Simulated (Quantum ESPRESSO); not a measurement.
**MgS: dielectric tensor and Born charges under several settings**

```xyz
2
Lattice="0.0000 2.8331 2.8331 2.8331 0.0000 2.8331 2.8331 2.8331 0.0000" Properties=species:S:1:pos:R:3 pbc="T T T"
S     1.4166    1.4166    1.4166
Mg    0.0000    0.0000    0.0000
```

The cell comes from a database or a generator and needn't be the stable form of this composition.

All runs used Quantum ESPRESSO 7.5; no spin polarisation; occupations smeared at first, fixed for the response.

```csv
level,potentials,k mesh (s: shifted),geometry,cutoff (eV),volume (Å³/atom),pressure (GPa),ε∞ (diagonal),Born charge of atom 1 (e),sum of the Born charges (e)
PBEsol,PseudoDojo 0.4 SR PBEsol stringent,6 × 6 × 6s,"given cell, atoms relaxed",1225,22.74,?,?,?,?
vdW-DF-cx,PseudoDojo 0.5 SR PBE stringent,6 × 6 × 6s,relaxed cell,1225,22.90,0.0,4.07,-1.90,0.00
PBE,JTH 2.0 PBE,8 × 8 × 8s,relaxed cell,490,23.16,0.0,4.03,-1.88,0.02
PBE,PseudoDojo 0.4 SR PBE stringent,6 × 6 × 6s,"given cell, atoms relaxed",1225,22.74,1.0,4.06,-1.90,0.00
```

What stands in the row left open?

Pressure -0.4 GPa; ε∞ 4.15; Born charge of atom 1 -1.90 e; sum of the Born charges 0.00 e.

Caveats: the potentials were made for another functional, which shifts forces and pressure (some runs); the cutoff is low for these files, which shifts pressure and relaxed volume (some runs).
